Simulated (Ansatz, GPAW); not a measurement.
One calculation of Ta, 3 ways

```
CELL_PARAMETERS angstrom
-1.65128 1.65128 1.65128
1.65128 -1.65128 1.65128
1.65128 1.65128 -1.65128
ATOMIC_POSITIONS crystal
Ta 0.00000 0.00000 0.00000
```

Alike in all runs: task band structure; functional BLYP; k mesh 11 × 11 × 11; occupations fermi-dirac, width 0.05 eV; no spin polarisation; no spin-orbit coupling. Pressure is positive in compression and, in plane waves, holds the error of the finite cutoff, which Ansatz's Pulay term estimates and takes out.

| program and potentials | plane-wave cutoff (eV) | notes | pressure (GPa) |
| --- | --- | --- | --- |
| Ansatz, Ansatz PAW | 420 | potentials made for PBE, which Ansatz adapts in part; Pulay term of +0.04 GPa included | 8.84 |
| Ansatz, all-electron LAPW, scalar-relativistic | - | - | 8.75 |
| GPAW, PAW data sets generated for this functional | 600 | - | 8.52 |

The pressure spans 8.52 (GPAW, PAW data sets generated for this functional) to 8.84 GPa (Ansatz, Ansatz PAW), with all-electron results at 8.75. Some sets were made for another functional than the one run, which can shift their rows.

The functional is the same throughout but for its coding, so the spread measures potentials, basis and numerics; runs on potential files found faulty are left out.

All three calculations put bcc Ta under clear compression, from 8.52 to 8.84 GPa, although the cell is close to the experimental one at ambient pressure, where the true stress is nearly zero. Because the all-electron value of 8.75 GPa lies between the two PAW results, the offset probably belongs to the functional rather than to the potentials. BLYP tends to underbind metals: its exchange favours inhomogeneous, expanded densities, and its correlation part doesn't recover the uniform electron gas, a poor starting point for the delocalised sp electrons and broad, partly filled 5d band that hold tantalum together. Relaxation with this functional would therefore enlarge the cell.

The PAW row nearest the all-electron result is the one with adapted PBE potentials, so generating data sets for the functional doesn't by itself ensure the closest pressure here; the remaining differences may reflect the treatment of the semicore shells or basis convergence. A single volume gives neither the BLYP lattice constant nor the bulk modulus.
